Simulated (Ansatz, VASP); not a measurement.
One calculation of WC, two programs

```xyz
2
Lattice="2.9005 0.0000 0.0000 -1.4503 2.5119 0.0000 0.0000 0.0000 2.8290" Properties=species:S:1:pos:R:3 pbc="T T T"
W     0.0000    0.0000    0.0000
C     1.4503    0.8373    1.4145
```

Alike in both runs: task single point; functional PBE; k mesh 13 × 13 × 12; occupations fermi-dirac, width 0.05 eV; no spin polarisation.

|  | VASP | Ansatz |
| --- | --- | --- |
| version | VASP 6.6.1 | Ansatz 0.2.0 |
| potentials or method | VASP PAW PBE potentials, release 64 (W_sv, C), cutoff 520 eV | all-electron LAPW, scalar-relativistic |

|  | VASP | Ansatz | Ansatz less VASP |
| --- | --- | --- | --- |
| pressure (GPa) | 9.5 | 8.5 | -1.08 |
| largest component of the traceless stress (GPa) | 0.30 | 0.09 | -0.212 |

Ansatz ran all-electron here, so the differences hold the error of VASP's frozen core and of both bases.

The runs have no spin-orbit coupling, so splittings on W are missing.
